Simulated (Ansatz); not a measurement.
# AlN: a point defect seen from the nuclei (N vacancy)

Aim: the field gradients at and around a point defect: N vacancy in AlN, cell charge +3. The cell is a supercell built from a COD entry (perhaps calculated rather than measured). Planned: a single point, then a relaxation.

A COD entry behind a cell of this session may itself be a prediction, so a difference from it is no test against experiment.

Method: DFT, PBE, plane-wave PAW, default files, scalar-relativistic, in Ansatz 0.2.0.

1 further run of the same task is left out (it didn't finish).

**1. The structure to begin with**

The structure is cubic, space group Fm-3m (No. 225). Conventional cell: a = 11.814 Å, b = 11.814 Å, c = 11.814 Å, α = 90.00°, β = 90.00°, γ = 90.00°. Around Al (site symmetry 3m) lie 6 N at 1.97 Å. Around Al (site symmetry 4mm) lie 5 N at 1.97 Å. Al (site symmetry mm2) is surrounded by 6 N at 1.97 Å. Al (site symmetry m-3m) has 6 N at 1.97 Å as nearest neighbours. N (site symmetry mm2) is surrounded by 6 Al at 1.97 Å. Around N (site symmetry 3m) lie 6 Al at 1.97 Å. N (site symmetry 4mm) has 6 Al at 1.97 Å as nearest neighbours.

As a file:

```
CELL_PARAMETERS angstrom
0.00000 5.90700 5.90700
5.90700 0.00000 5.90700
5.90700 5.90700 0.00000
ATOMIC_POSITIONS crystal
Al 0.00000 0.00000 0.00000
Al 0.00000 0.00000 0.33333
Al 0.00000 0.00000 0.66667
Al 0.00000 0.33333 0.00000
Al 0.00000 0.33333 0.33333
Al 0.00000 0.33333 0.66667
Al 0.00000 0.66667 0.00000
Al 0.00000 0.66667 0.33333
Al 0.00000 0.66667 0.66667
Al 0.33333 0.00000 0.00000
Al 0.33333 0.00000 0.33333
Al 0.33333 0.00000 0.66667
Al 0.33333 0.33333 0.00000
Al 0.33333 0.33333 0.33333
Al 0.33333 0.33333 0.66667
Al 0.33333 0.66667 0.00000
Al 0.33333 0.66667 0.33333
Al 0.33333 0.66667 0.66667
Al 0.66667 0.00000 0.00000
Al 0.66667 0.00000 0.33333
Al 0.66667 0.00000 0.66667
Al 0.66667 0.33333 0.00000
Al 0.66667 0.33333 0.33333
Al 0.66667 0.33333 0.66667
Al 0.66667 0.66667 0.00000
Al 0.66667 0.66667 0.33333
Al 0.66667 0.66667 0.66667
N 0.16667 0.16667 0.50000
N 0.16667 0.16667 0.83333
N 0.16667 0.50000 0.16667
N 0.16667 0.50000 0.50000
N 0.16667 0.50000 0.83333
N 0.16667 0.83333 0.16667
N 0.16667 0.83333 0.50000
N 0.16667 0.83333 0.83333
N 0.50000 0.16667 0.16667
N 0.50000 0.16667 0.50000
N 0.50000 0.16667 0.83333
N 0.50000 0.50000 0.16667
N 0.50000 0.50000 0.50000
N 0.50000 0.50000 0.83333
N 0.50000 0.83333 0.16667
N 0.50000 0.83333 0.50000
N 0.50000 0.83333 0.83333
N 0.83333 0.16667 0.16667
N 0.83333 0.16667 0.50000
N 0.83333 0.16667 0.83333
N 0.83333 0.50000 0.16667
N 0.83333 0.50000 0.50000
N 0.83333 0.50000 0.83333
N 0.83333 0.83333 0.16667
N 0.83333 0.83333 0.50000
N 0.83333 0.83333 0.83333
```

The vacant site is at (0.167, 0.167, 0.167) in fractional coordinates of the input's cell.

**2. Gradients at the starting positions**

Contents of input.yaml:

```yaml
crystal:
  lattice:
    - [0.0, 5.907, 5.907]
    - [5.907, 0.0, 5.907]
    - [5.907, 5.907, 0.0]
  atoms:
    - { symbol: Al, position: [0.0, 0.0, 0.0] }
    - { symbol: Al, position: [0.0, 0.0, 0.3333333333] }
    - { symbol: Al, position: [0.0, 0.0, 0.6666666667] }
    - { symbol: Al, position: [0.0, 0.3333333333, 0.0] }
    - { symbol: Al, position: [0.0, 0.3333333333, 0.3333333333] }
    - { symbol: Al, position: [0.0, 0.3333333333, 0.6666666667] }
    - { symbol: Al, position: [0.0, 0.6666666667, 0.0] }
    - { symbol: Al, position: [0.0, 0.6666666667, 0.3333333333] }
    - { symbol: Al, position: [0.0, 0.6666666667, 0.6666666667] }
    - { symbol: Al, position: [0.3333333333, 0.0, 0.0] }
    - { symbol: Al, position: [0.3333333333, 0.0, 0.3333333333] }
    - { symbol: Al, position: [0.3333333333, 0.0, 0.6666666667] }
    - { symbol: Al, position: [0.3333333333, 0.3333333333, 0.0] }
    - { symbol: Al, position: [0.3333333333, 0.3333333333, 0.3333333333] }
    - { symbol: Al, position: [0.3333333333, 0.3333333333, 0.6666666667] }
    - { symbol: Al, position: [0.3333333333, 0.6666666667, 0.0] }
    - { symbol: Al, position: [0.3333333333, 0.6666666667, 0.3333333333] }
    - { symbol: Al, position: [0.3333333333, 0.6666666667, 0.6666666667] }
    - { symbol: Al, position: [0.6666666667, 0.0, 0.0] }
    - { symbol: Al, position: [0.6666666667, 0.0, 0.3333333333] }
    - { symbol: Al, position: [0.6666666667, 0.0, 0.6666666667] }
    - { symbol: Al, position: [0.6666666667, 0.3333333333, 0.0] }
    - { symbol: Al, position: [0.6666666667, 0.3333333333, 0.3333333333] }
    - { symbol: Al, position: [0.6666666667, 0.3333333333, 0.6666666667] }
    - { symbol: Al, position: [0.6666666667, 0.6666666667, 0.0] }
    - { symbol: Al, position: [0.6666666667, 0.6666666667, 0.3333333333] }
    - { symbol: Al, position: [0.6666666667, 0.6666666667, 0.6666666667] }
    - { symbol: "N", position: [0.1666666667, 0.1666666667, 0.5] }
    - { symbol: "N", position: [0.1666666667, 0.1666666667, 0.8333333333] }
    - { symbol: "N", position: [0.1666666667, 0.5, 0.1666666667] }
    - { symbol: "N", position: [0.1666666667, 0.5, 0.5] }
    - { symbol: "N", position: [0.1666666667, 0.5, 0.8333333333] }
    - { symbol: "N", position: [0.1666666667, 0.8333333333, 0.1666666667] }
    - { symbol: "N", position: [0.1666666667, 0.8333333333, 0.5] }
    - { symbol: "N", position: [0.1666666667, 0.8333333333, 0.8333333333] }
    - { symbol: "N", position: [0.5, 0.1666666667, 0.1666666667] }
    - { symbol: "N", position: [0.5, 0.1666666667, 0.5] }
    - { symbol: "N", position: [0.5, 0.1666666667, 0.8333333333] }
    - { symbol: "N", position: [0.5, 0.5, 0.1666666667] }
    - { symbol: "N", position: [0.5, 0.5, 0.5] }
    - { symbol: "N", position: [0.5, 0.5, 0.8333333333] }
    - { symbol: "N", position: [0.5, 0.8333333333, 0.1666666667] }
    - { symbol: "N", position: [0.5, 0.8333333333, 0.5] }
    - { symbol: "N", position: [0.5, 0.8333333333, 0.8333333333] }
    - { symbol: "N", position: [0.8333333333, 0.1666666667, 0.1666666667] }
    - { symbol: "N", position: [0.8333333333, 0.1666666667, 0.5] }
    - { symbol: "N", position: [0.8333333333, 0.1666666667, 0.8333333333] }
    - { symbol: "N", position: [0.8333333333, 0.5, 0.1666666667] }
    - { symbol: "N", position: [0.8333333333, 0.5, 0.5] }
    - { symbol: "N", position: [0.8333333333, 0.5, 0.8333333333] }
    - { symbol: "N", position: [0.8333333333, 0.8333333333, 0.1666666667] }
    - { symbol: "N", position: [0.8333333333, 0.8333333333, 0.5] }
    - { symbol: "N", position: [0.8333333333, 0.8333333333, 0.8333333333] }
total_charge: 3
kpoints:
  mp_grid: { grid: [3, 3, 3] }
scf:
  occupations: { method: fermi_dirac, width: 0.01 }
hamiltonian:
  xc: pbe
  pseudopotentials: { kind: paw }
output:
  forces: true
  stress: true
  populations: true
  efg:
    quadrupole_moments_barn: { Al: 0.1466, "N": 0.02044 }
    contact_densities: true
```

Command:

```bash
$ ansatz run input.yaml --threads 1 --pin off --max-ram 3072MiB --backend cpu --events-out ev --progress --plain --runs-dir out
```

The log of the run:

```text
Warning: RAYON_NUM_THREADS=1 ignored (pool sized by the plan → 1); use --threads N
Engine: ansatz 0.2.0, aarch64-unknown-linux-gnu
Pseudopotentials: kind: paw
Pseudopotential: Al, paw, valence charge 3, recommended cutoff 420 eV (normal), Al.paw.azcp
Pseudopotential: N, paw, valence charge 5, recommended cutoff 420 eV (normal), N.paw.azcp
Functional definition: PBE
  parameter kappa = 0.804
  parameter beta = 0.06672455060314922
  exchange = pbe_x(kappa = kappa, mu = beta*pi^2/3)
  correlation = pbe_c(beta = beta)
Crystal: 53 atoms, lattice volume = 412.222 Å³
Basis set: ecut = 420 eV, 7991 PW (Γ), exchange–correlation on 120×120×120 points (8 copies of the dense FFT grid, shifted against one another)
Bands: 157, of which v1, the nominal top of the filled ones, is band 104 counted from 1 (103 counted from 0)
Symmetry: 48 space group operations
Space group: Fm-3m (ITA 225), of the structure as read, at distance tolerance 7.4e-5 Å
k-points: 4 of 27
Non-local potential: Al, projectors of the file, l = 0: 2, l = 1: 2, l = 2: 1
Non-local potential: N, projectors of the file, l = 0: 2, l = 1: 2, l = 2: 1
PAW form: soft (Blöchl's): semilocal exchange-correlation on the pseudo side does not see the compensation charge
PAW one-centre angular grid: Al, 110 points (default); XC on 64 Gauss nodes
PAW one-centre angular grid: N, 110 points (default); XC on 64 Gauss nodes
Initial density: superposition of atomic densities (neutral atoms scaled as one to the charged cell's electrons: chi_scale 0, normalization atom), corrected by the library's trained network
Initial wavefunctions: pseudopotential atomic-orbital guess
Functional: x = pbe(κ = 0.804, μ = 0.2195149727645171), c = pbe(β = 0.06672455060314922)
SCF iter   1: F=—  HF=-24594.699805 eV  |F-HF|=—  |Δ(HF+E_count)|=         —  Δρ=3.05e-2  dr2=1.42e1  ethr=1.77e-3  ⟨swp⟩=10.5  Hψ=4032  notcnv=0  defer=66
preconditioner: auto → Resta (q_TF=auto, 2.434 Å⁻¹)  ε∞=4.0  [insulator: Δε(μ)=0.055 eV  Ē_g=15.304 eV  σ=0.010 eV  W_gap=0.86  n_scr=112 (ndim 8)  ℏωp=26.4 eV  f_vac=0.000  D(μ)=1.43/eV (n_scr^D=0)  ε∞_Penn≈4.0]
SCF iter   2: F=—  HF=-24592.092730 eV  |F-HF|=—  |Δ(HF+E_count)|=    2.61e0  Δρ=1.06e-2  dr2=9.90e-1  ethr=1.77e-3  ⟨swp⟩=3.0  Hψ=1011  notcnv=0  defer=188
SCF iter   3: F=—  HF=-24591.987121 eV  |F-HF|=—  |Δ(HF+E_count)|=   1.06e-1  Δρ=4.77e-3  dr2=2.72e-1  ethr=4.76e-4  ⟨swp⟩=2.8  Hψ=771  notcnv=0  defer=188
SCF iter   4: F=—  HF=-24591.988392 eV  |F-HF|=—  |Δ(HF+E_count)|=   1.27e-3  Δρ=5.70e-3  dr2=4.15e-1  ethr=1.31e-4  ⟨swp⟩=2.8  Hψ=855  notcnv=0  defer=188
SCF iter   5: F=—  HF=-24591.970803 eV  |F-HF|=—  |Δ(HF+E_count)|=   1.76e-2  Δρ=4.98e-3  dr2=3.24e-1  ethr=1.31e-4  ⟨swp⟩=2.5  Hψ=674  notcnv=0  defer=181
SCF iter   6: F=—  HF=-24591.945127 eV  |F-HF|=—  |Δ(HF+E_count)|=   2.57e-2  Δρ=6.33e-4  dr2=3.46e-3  ethr=1.31e-4  ⟨swp⟩=1.2  Hψ=450  notcnv=0  defer=181
SCF iter   7: F=—  HF=-24591.945177 eV  |F-HF|=—  |Δ(HF+E_count)|=   4.92e-5  Δρ=5.83e-4  dr2=4.82e-3  ethr=1.66e-6  ⟨swp⟩=2.2  Hψ=703  notcnv=0  defer=181
SCF iter   8: F=—  HF=-24591.944853 eV  |F-HF|=—  |Δ(HF+E_count)|=   3.24e-4  Δρ=1.28e-4  dr2=2.51e-4  ethr=1.66e-6  ⟨swp⟩=1.8  Hψ=450  notcnv=0  defer=181
SCF iter   9: F=—  HF=-24591.944832 eV  |F-HF|=—  |Δ(HF+E_count)|=   2.02e-5  Δρ=2.37e-5  dr2=5.42e-6  ethr=1.20e-7  ⟨swp⟩=2.0  Hψ=641  notcnv=0  defer=181
SCF iter  10: F=—  HF=-24591.945956 eV  |F-HF|=—  |Δ(HF+E_count)|=   1.12e-3  Δρ=9.55e-6  dr2=8.80e-7  ethr=2.60e-9  ⟨swp⟩=2.5  Hψ=961  notcnv=0  defer=181
SCF iter  11: F=—  HF=-24591.945956 eV  |F-HF|=—  |Δ(HF+E_count)|=   9.91e-8  Δρ=4.40e-6  dr2=2.93e-7  ethr=4.23e-10  ⟨swp⟩=2.5  Hψ=591  notcnv=0  defer=181
SCF iter  12: F=-24591.945956 eV  HF=-24591.945956 eV  |F-HF|=5.12e-9  |Δ(HF+E_count)|=   2.43e-8  Δρ=7.19e-7  dr2=5.60e-9  ethr=4.81e-11  ⟨swp⟩=38.2  Hψ=5822  notcnv=0
SCF 1 converged in 12 iterations: F = -24591.945956 eV  dr2 = 5.60e-9
SCF converged after 12 iterations
Free energy (F): -24591.945956 eV
Harris-Foulkes:  -24591.945956 eV  (|F-HF|=5.12e-9)
Internal energy: -24591.936411 eV  (E = F + TS)
E sigma→0 (E₀):  -24591.941183 eV
Entropy (-TS):   -0.009545 eV (-0.180 meV/atom)
Fermi energy:    11.876775 eV
--- Per-component energies (eV) ---
[... 15 lines left out ...]
--- Forces (eV/Å), atoms counted from 1 ---
  atom   1  Al    -0.19030282    -0.19030282    -0.19030282
  atom   2  Al    -0.00000000     0.00000000    -1.41645438
  atom   3  Al     0.19030282     0.19030282    -0.19030282
  atom   4  Al    -0.00000000    -1.41645438    -0.00000000
  atom   5  Al     1.41645438    -0.00000000     0.00000000
  atom   6  Al     0.25621382    -0.25621382     0.00000000
[... 47 lines left out ...]
  max |Σ_I F_I| component: 7.15e-16 eV/Å
--- Stress (GPa, compression-positive) ---
       39.173631      -0.000000       0.000000
       -0.000000      39.173631       0.000000
       -0.000000      -0.000000      39.173631
  P = ⅓ Tr σ = 39.1736 GPa (391.736 kbar)
--- PAW observables at the nuclei: V_zz in 10²¹ V/m², potentials from the cell's mean, atoms counted from 1 ---
  atom   1  Al V_zz =    +0.015293   η = 0.0000   by run symmetry: allowed   C_q = +0.0542 MHz
            electrostatic potential = -1235.784430 V   contact ρ = 10078.762687 e/Å³
  atom   2  Al V_zz =    +1.750196   η = 0.0000   by run symmetry: allowed   C_q = +6.2040 MHz
            electrostatic potential = -1235.310924 V   contact ρ = 10079.471097 e/Å³
  atom   3  Al V_zz =    +0.015293   η = 0.0000   by run symmetry: allowed   C_q = +0.0542 MHz
            electrostatic potential = -1235.784430 V   contact ρ = 10078.762687 e/Å³
  atom   4  Al V_zz =    +1.750196   η = 0.0000   by run symmetry: allowed   C_q = +6.2040 MHz
            electrostatic potential = -1235.310924 V   contact ρ = 10079.471097 e/Å³
  atom   5  Al V_zz =    +1.750196   η = 0.0000   by run symmetry: allowed   C_q = +6.2040 MHz
            electrostatic potential = -1235.310924 V   contact ρ = 10079.471097 e/Å³
  atom   6  Al V_zz =    -0.223935   η = 0.4399   by run symmetry: allowed   C_q = -0.7938 MHz
            electrostatic potential = -1235.768217 V   contact ρ = 10078.765678 e/Å³
  atom   7  Al V_zz =    +0.015293   η = 0.0000   by run symmetry: allowed   C_q = +0.0542 MHz
            electrostatic potential = -1235.784430 V   contact ρ = 10078.762687 e/Å³
  atom   8  Al V_zz =    -0.223935   η = 0.4399   by run symmetry: allowed   C_q = -0.7938 MHz
            electrostatic potential = -1235.768217 V   contact ρ = 10078.765678 e/Å³
  atom   9  Al V_zz =    -0.223935   η = 0.4399   by run symmetry: allowed   C_q = -0.7938 MHz
            electrostatic potential = -1235.768217 V   contact ρ = 10078.765678 e/Å³
  atom  10  Al V_zz =    +1.750196   η = 0.0000   by run symmetry: allowed   C_q = +6.2040 MHz
            electrostatic potential = -1235.310924 V   contact ρ = 10079.471097 e/Å³
  atom  11  Al V_zz =    +1.750196   η = 0.0000   by run symmetry: allowed   C_q = +6.2040 MHz
            electrostatic potential = -1235.310924 V   contact ρ = 10079.471097 e/Å³
  atom  12  Al V_zz =    -0.223935   η = 0.4399   by run symmetry: allowed   C_q = -0.7938 MHz
            electrostatic potential = -1235.768217 V   contact ρ = 10078.765678 e/Å³
  atom  13  Al V_zz =    +1.750196   η = 0.0000   by run symmetry: allowed   C_q = +6.2040 MHz
            electrostatic potential = -1235.310924 V   contact ρ = 10079.471097 e/Å³
  atom  14  Al V_zz =    +0.015293   η = 0.0000   by run symmetry: allowed   C_q = +0.0542 MHz
            electrostatic potential = -1235.784430 V   contact ρ = 10078.762687 e/Å³
  atom  15  Al V_zz =    +0.015293   η = 0.0000   by run symmetry: allowed   C_q = +0.0542 MHz
            electrostatic potential = -1235.784430 V   contact ρ = 10078.762687 e/Å³
  atom  16  Al V_zz =    -0.223935   η = 0.4399   by run symmetry: allowed   C_q = -0.7938 MHz
            electrostatic potential = -1235.768217 V   contact ρ = 10078.765678 e/Å³
  atom  17  Al V_zz =    +0.015293   η = 0.0000   by run symmetry: allowed   C_q = +0.0542 MHz
            electrostatic potential = -1235.784430 V   contact ρ = 10078.762687 e/Å³
  atom  18  Al V_zz =    -0.223935   η = 0.4399   by run symmetry: allowed   C_q = -0.7938 MHz
            electrostatic potential = -1235.768217 V   contact ρ = 10078.765678 e/Å³
  atom  19  Al V_zz =    +0.015293   η = 0.0000   by run symmetry: allowed   C_q = +0.0542 MHz
            electrostatic potential = -1235.784430 V   contact ρ = 10078.762687 e/Å³
  atom  20  Al V_zz =    -0.223935   η = 0.4399   by run symmetry: allowed   C_q = -0.7938 MHz
            electrostatic potential = -1235.768217 V   contact ρ = 10078.765678 e/Å³
  atom  21  Al V_zz =    -0.223935   η = 0.4399   by run symmetry: allowed   C_q = -0.7938 MHz
            electrostatic potential = -1235.768217 V   contact ρ = 10078.765678 e/Å³
  atom  22  Al V_zz =    -0.223935   η = 0.4399   by run symmetry: allowed   C_q = -0.7938 MHz
            electrostatic potential = -1235.768217 V   contact ρ = 10078.765678 e/Å³
  atom  23  Al V_zz =    +0.015293   η = 0.0000   by run symmetry: allowed   C_q = +0.0542 MHz
            electrostatic potential = -1235.784430 V   contact ρ = 10078.762687 e/Å³
  atom  24  Al V_zz =    -0.223935   η = 0.4399   by run symmetry: allowed   C_q = -0.7938 MHz
            electrostatic potential = -1235.768217 V   contact ρ = 10078.765678 e/Å³
  atom  25  Al V_zz =    -0.223935   η = 0.4399   by run symmetry: allowed   C_q = -0.7938 MHz
            electrostatic potential = -1235.768217 V   contact ρ = 10078.765678 e/Å³
  atom  26  Al V_zz =    -0.223935   η = 0.4399   by run symmetry: allowed   C_q = -0.7938 MHz
            electrostatic potential = -1235.768217 V   contact ρ = 10078.765678 e/Å³
  atom  27  Al V_zz =    -0.000000   η = 0.0000   by run symmetry: forbidden   C_q = -0.0000 MHz
            electrostatic potential = -1235.853084 V   contact ρ = 10078.752931 e/Å³
  atom  28  N  V_zz =    +1.747983   η = 0.1341   by run symmetry: allowed   C_q = +0.8639 MHz
            electrostatic potential = -521.311287 V   contact ρ = 1412.575011 e/Å³
  atom  29  N  V_zz =    +1.747983   η = 0.1341   by run symmetry: allowed   C_q = +0.8639 MHz
            electrostatic potential = -521.311287 V   contact ρ = 1412.575011 e/Å³
  atom  30  N  V_zz =    +1.747983   η = 0.1341   by run symmetry: allowed   C_q = +0.8639 MHz
            electrostatic potential = -521.311287 V   contact ρ = 1412.575011 e/Å³
  atom  31  N  V_zz =    +0.142178   η = 0.0000   by run symmetry: allowed   C_q = +0.0703 MHz
            electrostatic potential = -521.621855 V   contact ρ = 1412.391887 e/Å³
  atom  32  N  V_zz =    +1.747983   η = 0.1341   by run symmetry: allowed   C_q = +0.8639 MHz
            electrostatic potential = -521.311287 V   contact ρ = 1412.575011 e/Å³
  atom  33  N  V_zz =    +1.747983   η = 0.1341   by run symmetry: allowed   C_q = +0.8639 MHz
            electrostatic potential = -521.311287 V   contact ρ = 1412.575011 e/Å³
  atom  34  N  V_zz =    +1.747983   η = 0.1341   by run symmetry: allowed   C_q = +0.8639 MHz
            electrostatic potential = -521.311287 V   contact ρ = 1412.575011 e/Å³
  atom  35  N  V_zz =    +0.142178   η = 0.0000   by run symmetry: allowed   C_q = +0.0703 MHz
            electrostatic potential = -521.621855 V   contact ρ = 1412.391887 e/Å³
  atom  36  N  V_zz =    +1.747983   η = 0.1341   by run symmetry: allowed   C_q = +0.8639 MHz
            electrostatic potential = -521.311287 V   contact ρ = 1412.575011 e/Å³
  atom  37  N  V_zz =    +0.142178   η = 0.0000   by run symmetry: allowed   C_q = +0.0703 MHz
            electrostatic potential = -521.621855 V   contact ρ = 1412.391887 e/Å³
  atom  38  N  V_zz =    +1.747983   η = 0.1341   by run symmetry: allowed   C_q = +0.8639 MHz
            electrostatic potential = -521.311287 V   contact ρ = 1412.575011 e/Å³
  atom  39  N  V_zz =    +0.142178   η = 0.0000   by run symmetry: allowed   C_q = +0.0703 MHz
            electrostatic potential = -521.621855 V   contact ρ = 1412.391887 e/Å³
  atom  40  N  V_zz =    +0.142178   η = 0.0000   by run symmetry: allowed   C_q = +0.0703 MHz
            electrostatic potential = -521.621855 V   contact ρ = 1412.391887 e/Å³
  atom  41  N  V_zz =    +0.060186   η = 0.0000   by run symmetry: allowed   C_q = +0.0297 MHz
            electrostatic potential = -521.581931 V   contact ρ = 1412.489518 e/Å³
  atom  42  N  V_zz =    +1.747983   η = 0.1341   by run symmetry: allowed   C_q = +0.8639 MHz
            electrostatic potential = -521.311287 V   contact ρ = 1412.575011 e/Å³
  atom  43  N  V_zz =    +0.060186   η = 0.0000   by run symmetry: allowed   C_q = +0.0297 MHz
            electrostatic potential = -521.581931 V   contact ρ = 1412.489518 e/Å³
  atom  44  N  V_zz =    +0.060186   η = 0.0000   by run symmetry: allowed   C_q = +0.0297 MHz
            electrostatic potential = -521.581931 V   contact ρ = 1412.489518 e/Å³
  atom  45  N  V_zz =    +1.747983   η = 0.1341   by run symmetry: allowed   C_q = +0.8639 MHz
            electrostatic potential = -521.311287 V   contact ρ = 1412.575011 e/Å³
  atom  46  N  V_zz =    +1.747983   η = 0.1341   by run symmetry: allowed   C_q = +0.8639 MHz
            electrostatic potential = -521.311287 V   contact ρ = 1412.575011 e/Å³
  atom  47  N  V_zz =    +0.142178   η = 0.0000   by run symmetry: allowed   C_q = +0.0703 MHz
            electrostatic potential = -521.621855 V   contact ρ = 1412.391887 e/Å³
  atom  48  N  V_zz =    +1.747983   η = 0.1341   by run symmetry: allowed   C_q = +0.8639 MHz
            electrostatic potential = -521.311287 V   contact ρ = 1412.575011 e/Å³
  atom  49  N  V_zz =    +0.060186   η = 0.0000   by run symmetry: allowed   C_q = +0.0297 MHz
            electrostatic potential = -521.581931 V   contact ρ = 1412.489518 e/Å³
  atom  50  N  V_zz =    +0.060186   η = 0.0000   by run symmetry: allowed   C_q = +0.0297 MHz
            electrostatic potential = -521.581931 V   contact ρ = 1412.489518 e/Å³
  atom  51  N  V_zz =    +0.142178   η = 0.0000   by run symmetry: allowed   C_q = +0.0703 MHz
            electrostatic potential = -521.621855 V   contact ρ = 1412.391887 e/Å³
  atom  52  N  V_zz =    +0.060186   η = 0.0000   by run symmetry: allowed   C_q = +0.0297 MHz
            electrostatic potential = -521.581931 V   contact ρ = 1412.489518 e/Å³
  atom  53  N  V_zz =    +0.142178   η = 0.0000   by run symmetry: allowed   C_q = +0.0703 MHz
            electrostatic potential = -521.621855 V   contact ρ = 1412.391887 e/Å³
--- Band table (eV) ---
[... 4 lines left out ...]
--- Löwdin populations: 53 sites ---
  site symbol       q [e]
[... 53 lines left out ...]
  spilling = 0.009734 (of n_electrons = 208.000000)
```

It took 58 s on 1 thread of Arm Neoverse V2, shared host; peak memory 0.89 GiB.

State: no gap over 0.1 eV on the mesh, largest force 1.416 eV/Å, pressure 39.2 GPa.

Like atoms gathered into sites:

```csv
site,atoms,distance from the defect (Å),V_zz (10²¹ V/m²),η,C_Q (MHz)
Al2,"2, 4, 5, 10, …",1.97,1.75,0.00,6.20 (²⁷Al)
N28,"28, 29, 30, 32, …",2.78,1.75,0.13,0.864 (¹⁴N)
Al1,"1, 3, 7, 14, …",3.41,0.015,0.00,0.054 (²⁷Al)
N41,"41, 43, 44, 49, …",3.94,0.060,0.00,0.030 (¹⁴N)
Al6,"6, 8, 9, 12, …",4.40,-0.22,0.44,-0.794 (²⁷Al)
N31,"31, 35, 37, 39, …",4.82,0.14,0.00,0.070 (¹⁴N)
Al27,27,5.91,0.00,–,0 (²⁷Al)
```

Conventions: |V_zz| ≥ |V_yy| ≥ |V_xx|, η = (V_xx − V_yy)/V_zz, C_Q = eQV_zz/h. Nuclear quadrupole moments: year-2017 set (Pyykkö).

Direction of the V_zz axis (Cartesian unit vector):

```csv
site,atom,x,y,z
Al2,2,0.00,0.00,1.00
Al6,6,0.00,0.00,1.00
N28,28,0.71,0.71,0.00
N31,31,-0.58,0.58,0.58
N41,41,0.00,0.00,1.00
```

[end of part 1 of 2]
